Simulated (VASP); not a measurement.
# Rh in VASP: work function with PBEsol

Aim: the work function of Rh with PBEsol.

All numbers are computed with VASP 6.6.1; they aren't measurements. Logs are shortened: lines on timing, memory, paths and dates and some standing lists are left out, and cuts for length are marked.

## (1) The structure

The cell holds a slab with vacuum, 4 atoms: a = 2.690 Å, b = 2.690 Å, c = 27.670 Å, α = 90.00°, β = 90.00°, γ = 120.00°.

The cell was built by a generator and needn't be a form met in nature.

## (2) Work function, PBEsol

INCAR reads:

```
SYSTEM = Rh
PREC = Accurate
ENCUT = 520
EDIFF = 1E-6
ISMEAR = 1
SIGMA = 0.1
LREAL = .FALSE.
LASPH = .TRUE.
NELM = 60
ALGO = Fast
ISIF = 2
LWAVE = .FALSE.
LCHARG = .TRUE.
LDIPOL = .TRUE.
IDIPOL = 3
DIPOL = 0.5 0.5 0.500
GGA = PS
LVHAR = .TRUE.
LVACPOTAV = .TRUE.
KPAR = 2
```

KPOINTS reads:

```
regular mesh
0
G
  14 14 1
  0 0 0
```

POSCAR reads:

```
Rh                                      
1.0
    2.6898417900      0.0000000000      0.0000000000
   -1.3449209000      2.3294712900      0.0000000000
    0.0000000000      0.0000000000     27.6699343500
  Rh            
     4
Direct
     0.6666669999999968    0.3333330000000032    0.3842333804035137
     0.3333340000000007    0.6666659999999993    0.4612703091752779
     0.0000000000000000    0.0000000000000000    0.5387296908247220
     0.6666669999999968    0.3333330000000032    0.6157666195964864
```

Potentials or basis: VASP PAW PBE potentials, release 64 (Rh_pv).

Launch:

```console
cat potpaw_PBE.64/Rh_pv/POTCAR > POTCAR
mpirun -np 2 vasp_std > vasp.out
```

OUTCAR:

```text
SYSTEM = Rh
   PREC = Accurate
   ENCUT = 520
   EDIFF = 1E-6
   ISMEAR = 1
   LREAL = .FALSE.
   LASPH = .TRUE.
   NELM = 60
   ISIF = 2
   GGA = PS

 ion  position               nearest neighbor table
   1  0.667  0.333  0.384-   2 2.64   2 2.64   2 2.64
   2  0.333  0.667  0.461-   1 2.64   1 2.64   1 2.64   3 2.65   3 2.65   3 2.65
   3  0.000  0.000  0.539-   4 2.64   4 2.64   4 2.64   2 2.65   2 2.65   2 2.65
   4  0.667  0.333  0.616-   3 2.64   3 2.64   3 2.64

  LATTYP: Found a hexagonal cell.
 ALAT       =     2.6898417900
 C/A-ratio  =    10.2868259586

  Lattice vectors:

 A1 = (   2.6898417900,   0.0000000000,   0.0000000000)
 A2 = (  -1.3449209000,   2.3294712900,   0.0000000000)
 A3 = (   0.0000000000,   0.0000000000,  27.6699343500)

Analysis of symmetry for initial positions (statically):
=====================================================================
 Subroutine PRICEL returns:
 Original cell was already a primitive cell.

 Routine SETGRP: Setting up the symmetry group for a
 hexagonal supercell.

 Subroutine GETGRP returns: Found 12 space group operations
 (whereof  6 operations were pure point group operations)
 out of a pool of 24 trial point group operations.

The static configuration has the point symmetry C_3v.
 The point group associated with its full space group is D_3d.

Analysis of symmetry for dynamics (positions and initial velocities):
=====================================================================
 Subroutine PRICEL returns:
 Original cell was already a primitive cell.

 Routine SETGRP: Setting up the symmetry group for a
 hexagonal supercell.

 Subroutine GETGRP returns: Found 12 space group operations
 (whereof  6 operations were pure point group operations)
 out of a pool of 24 trial point group operations.

The dynamic configuration has the point symmetry C_3v.
 The point group associated with its full space group is D_3d.

 Subroutine INISYM returns: Found 12 space group operations
 (whereof  6 operations are pure point group operations),
 and found     1 'primitive' translations

----------------------------------------------------------------------------------------

                                     Primitive cell

  volume of cell :     173.3773

  direct lattice vectors                    reciprocal lattice vectors
     2.689841790  0.000000000  0.000000000     0.371769077  0.214640981  0.000000000
    -1.344920900  2.329471290  0.000000000     0.000000000  0.429281960  0.000000000
     0.000000000  0.000000000 27.669934350     0.000000000  0.000000000  0.036140310

  length of vectors
     2.689841790  2.689841765 27.669934350     0.429281955  0.429281960  0.036140310

  position of ions in fractional coordinates (direct lattice)
     0.666667000  0.333333000  0.384233380
     0.333334000  0.666666000  0.461270309
     0.000000000  0.000000000  0.538729691
     0.666667000  0.333333000  0.615766620

  ion indices of the primitive-cell ions
   primitive index   ion index
                 1           1
                 2           2
                 3           3
                 4           4

----------------------------------------------------------------------------------------

 KPOINTS: regular mesh

Automatic generation of k-mesh.
 Grid dimensions read from file:
 generate k-points for:   14   14    1

 Generating k-lattice:

  Cartesian coordinates                     Fractional coordinates (reciprocal lattice)
     0.026554934  0.015331499  0.000000000     0.071428571  0.000000000  0.000000000
     0.000000000  0.030662997  0.000000000     0.000000000  0.071428571  0.000000000
     0.000000000  0.000000000  0.036140310     0.000000000  0.000000000  1.000000000

  Length of vectors
     0.030662997  0.030662997  0.036140310

  Shift w.r.t. Gamma in fractional coordinates (k-lattice)
     0.000000000  0.000000000  0.000000000

 Subroutine IBZKPT returns following result:
 ===========================================

 Found     24 irreducible k-points:

 Following reciprocal coordinates:
            Coordinates               Weight
  0.000000  0.000000  0.000000      1.000000
  0.071429  0.000000  0.000000      6.000000
  0.142857  0.000000  0.000000      6.000000
  0.214286  0.000000  0.000000      6.000000
  0.285714 -0.000000  0.000000      6.000000
  0.357143 -0.000000  0.000000      6.000000
[... 16 lines left out ...]
  0.285714  0.285714  0.000000      6.000000
  0.357143  0.285714  0.000000      6.000000
   k-points           NKPTS =     24   k-points in BZ     NKDIM =     24   number of bands    NBANDS=     36
   number of dos      NEDOS =    301   number of ions     NIONS =      4
   total plane-waves  NPLWV =  84000
   dimension x,y,z NGX =    20 NGY =   20 NGZ =  210
   dimension x,y,z NGXF=    40 NGYF=   40 NGZF=  420
   ions per type =               4
   NGX,Y,Z   is equivalent  to a cutoff of  12.36, 12.36, 12.62 a.u.
   NGXF,Y,Z  is equivalent  to a cutoff of  24.72, 24.72, 25.23 a.u.
 SYSTEM =  Rh
   PREC   = accura    normal or accurate (medium, high low for compatibility)
   ISTART =      0    job   : 0-new  1-cont  2-samecut
   ICHARG =      2    charge: 1-file 2-atom 10-const
   ISPIN  =      1    spin polarized calculation?
   LNONCOLLINEAR =      F non collinear calculations
   LSORBIT =      F    spin-orbit coupling
   LASPH  =      T    aspherical Exc in radial PAW
   ENCUT  =  520.0 eV  38.22 Ry    6.18 a.u.   5.00  5.00 51.45*2*pi/ulx,y,z
   NELM   =     60;   NELMIN=  2; NELMDL= -5     # of ELM steps
   EDIFF  = 0.1E-05   stopping-criterion for ELM
   LREAL  =      F    real-space projection
   EDIFFG = 0.1E-04   stopping-criterion for IOM
   NSW    =      0    number of steps for IOM
   IBRION =     -1    ionic relax: 0-MD 1-quasi-New 2-CG
   NFREE  =      0    steps in history (QN), initial steepest desc. (CG)
   ISIF   =      2    stress and relaxation
   ISYM   =      2    0-nonsym 1-usesym 2-fastsym
   POTIM  = 0.5000    time-step for ionic-motion
   TEBEG  =    0.0;   TEEND  =   0.0 temperature during run
   PSTRESS=    0.0 pullay stress
   NELECT =      60.0000    total number of electrons
   NUPDOWN=      -1.0000    fix difference up-down
   EMIN   =  10.00;   EMAX   =-10.00  energy-range for DOS
   EFERMI =   0.00;   METHOD = LEGACY
   ISMEAR =     1;   SIGMA  =   0.10  broadening in eV -4-tet -1-fermi 0-gaus
   EFERMI_NEDOS =   21; number of points for ismear=-14 and -15
   IALGO  =     68    algorithm
   IMIX   =      4    mixing-type and parameters
     AMIX     =   0.40;   BMIX     =  1.00
     AMIX_MAG =   1.60;   BMIX_MAG =  1.00
  volume/ion in A,a.u.               =      43.34       292.50
  Fermi-wavevector in a.u.,A,eV,Ry     =   1.149373  2.172001 17.974104  1.321059
  Thomas-Fermi vector in A             =   2.286043
   LORBIT       =      0    0 simple, 1 ext, 2 COOP (PROOUT), +10 PAW based schemes
   GGA     = PS    functional components
   LHFCALC =     F    Hartree Fock is set to
   AEXX    =    0.0000 exact exchange contribution
   IVDW    =     0    specifies the selected vdW correction
   LEPSILON=     F    determine dielectric tensor
   LRPA    =     F    only Hartree local field effects (RPA)
 non-spin polarized calculation
 RMM-DIIS sequential band-by-band and
 Methfessel and Paxton  Order N= 1 SIGMA  =   0.10
  energy-cutoff  :      520.00
  volume of cell :      173.38
 maximum number of plane-waves:      4731
 NGX is ok and might be reduce to    20
   NGX =  9   NGY =  9   NGZ =103

 dipolmoment           0.000000      0.000000      0.000000 electrons x Angstroem

 number of electron      60.0000007 magnetization

 dipolmoment           0.000000      0.000000     -0.000000 electrons x Angstroem

 Free energy of the ion-electron system (eV)
  ---------------------------------------------------
  ext. energy  EPLUGINS =         0.00000000
  ---------------------------------------------------
  free energy    TOTEN  =       -30.66236071 eV

  energy without entropy =      -30.66051389  energy(sigma->0) =      -30.66174511

 E-fermi :   0.1352     XC(G=0):  -5.1611

 val. band max:        0.1315238718   @ k =   0.0714   0.0000   0.0000
 cond. band min:       0.1374522149   @ k =   0.1429   0.0000   0.0000
 fundamental gap:      0.0059283431
 Fermi energy:         0.1351723801

 k-point     1 :       0.0000    0.0000    0.0000
  band No.  band energies     occupation
      1     -47.0107      2.00000
      2     -46.6251      2.00000
      3     -46.3699      2.00000
      4     -46.3699      2.00000
      5     -46.3072      2.00000
      6     -46.3072      2.00000
[... 28 lines left out ...]
     35       0.6780     -0.00000
     36       0.6902     -0.00000

 k-point     2 :       0.0714    0.0000    0.0000
  band No.  band energies     occupation
      1     -47.0018      2.00000
      2     -46.6282      2.00000
      3     -46.3938      2.00000
      4     -46.3781      2.00000
      5     -46.3385      2.00000
      6     -46.3128      2.00000
[... 28 lines left out ...]
     35       0.6898     -0.00000
     36       1.1255     -0.00000

 k-point     3 :       0.1429    0.0000    0.0000
  band No.  band energies     occupation
      1     -46.9769      2.00000
      2     -46.6440      2.00000
      3     -46.4567      2.00000
      4     -46.4199      2.00000
      5     -46.4009      2.00000
      6     -46.3289      2.00000
[... 28 lines left out ...]
     35       0.7198     -0.00000
     36       2.1054     -0.00000
[... 742 lines left out ...]
 k-point    23 :       0.2857    0.2857    0.0000
  band No.  band energies     occupation
      1     -46.8834      2.00000
      2     -46.8568      2.00000
      3     -46.7662      2.00000
      4     -46.6539      2.00000
      5     -46.6132      2.00000
      6     -46.5689      2.00000
[... 28 lines left out ...]
     35       6.8087      0.00000
     36       8.2414      0.00000

 k-point    24 :       0.3571    0.2857    0.0000
  band No.  band energies     occupation
      1     -46.8642      2.00000
      2     -46.8518      2.00000
      3     -46.7849      2.00000
      4     -46.6802      2.00000
      5     -46.6062      2.00000
      6     -46.5911      2.00000
[... 28 lines left out ...]
     35       7.2943      0.00000
     36       7.9686      0.00000

------------------------ aborting loop because EDIFF is reached ----------------------------------------

  FORCE on cell =-STRESS in cart. coord.  units (eV):
  Direction    XX          YY          ZZ          XY          YZ          ZX
  --------------------------------------------------------------------------------------
  -------------------------------------------------------------------------------------
  Total       -3.4141408     -3.4141407     -0.1167830      0.0000000      0.0000000      0.0000000
  in kB      -31.5500307    -31.5500298     -1.0791902      0.0000001      0.0000000      0.0000000
  external PRESSURE =     -21.3930836 kB  Pullay stress =       0.0000000 kB

 VOLUME and BASIS-vectors are now :
 -----------------------------------------------------------------------------
  energy-cutoff  :      520.00
  volume of cell :      173.38
      direct lattice vectors                 reciprocal lattice vectors
     2.689841790  0.000000000  0.000000000     0.371769077  0.214640981  0.000000000
    -1.344920900  2.329471290  0.000000000     0.000000000  0.429281960  0.000000000
     0.000000000  0.000000000 27.669934350     0.000000000  0.000000000  0.036140310

 POSITION                                       TOTAL-FORCE (eV/Angst)
 -----------------------------------------------------------------------------------
      1.34492      0.77649     10.63171         0.000000     -0.000000      0.016232
      0.00000      1.55298     12.76332         0.000000      0.000000     -0.009465
      0.00000      0.00000     14.90662        -0.000000      0.000000      0.009465
      1.34492      0.77649     17.03822        -0.000000      0.000000     -0.016232
 -----------------------------------------------------------------------------------
    total drift:                               -0.005387      0.003110      0.000262

  FREE ENERGIE OF THE ION-ELECTRON SYSTEM (eV)
  ---------------------------------------------------
  free  energy   TOTEN  =       -30.6623607148 eV

  energy  without entropy=      -30.6605138891  energy(sigma->0) =      -30.66174511

 vacuum level on the upper side and lower side of the slab         5.415         5.415
```

Run time: 78 s. Hardware: 2 MPI ranks of Intel Xeon Platinum 8488C (Sapphire Rapids), shared host; peak memory 0.31 GiB.

Results:

```
Free energy                     : -30.6624 eV
Largest force                   : 0.016 eV/Å
Band gap on the k mesh          : none (metal or under the smearing width)
Work function of the upper face : 5.28 eV
Work function of the lower face : 5.28 eV
```

Forces on the atoms (eV/Å):
```
Rh   0.000  0.000  0.016
Rh   0.000  0.000 -0.009
Rh   0.000  0.000  0.009
Rh   0.000  0.000 -0.016
```

Levels at points of the mesh, in eV from the Fermi level:
| k point | band 27 | band 28 | band 29 | band 30 | band 31 | band 32 |
| --- | --- | --- | --- | --- | --- | --- |
| (0.00, 0.00, 0.00) | -1.95 | -1.03 | -1.03 | -0.80 | -0.80 | -0.01 |
| (0.50, 0.00, 0.00) | 0.32 | 0.43 | 0.53 | 0.75 | 1.08 | 1.12 |

Caveat: the PAW data sets were made with another functional, which shifts forces and pressure a little.
